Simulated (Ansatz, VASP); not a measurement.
## Two plane-wave programs on Si

```
CELL_PARAMETERS angstrom
4.43081 0.00000 0.00000
-2.21540 3.83719 0.00000
0.00000 0.00000 2.54628
ATOMIC_POSITIONS crystal
Si 0.00000 0.00000 0.00000
Si 0.33333 0.66667 0.50000
Si 0.66667 0.33333 0.50000
```

The cell was built by a generator and needn't be a form met in nature.

Alike in both runs: functional PBEsol; k mesh 8 × 8 × 12; occupations fermi-dirac, width 0.1 eV; no spin polarisation.

Ansatz relaxed the structure, and its values are those at the end. VASP's run is a single point on that final structure, the one shown.

|  | VASP | Ansatz |
| --- | --- | --- |
| version | VASP 6.6.1 | Ansatz 0.2.0 |
| potentials or method | VASP PAW PBE potentials, release 64 (Si) | plane waves (420 eV) with PAW, scalar-relativistic |
| plane-wave cutoff (eV) | 520 | 420 |
| valence electrons in the cell | 12 | 12 |

Ansatz gave:

- pressure (GPa): 0.0

**Question.** Which values does VASP return?

**Answer.** Pressure (GPa): 0.1.

Ansatz warned: «pseudo_functional_mismatch».

Caveats: the PAW data sets were made with another functional, which shifts forces and pressure a little (VASP).
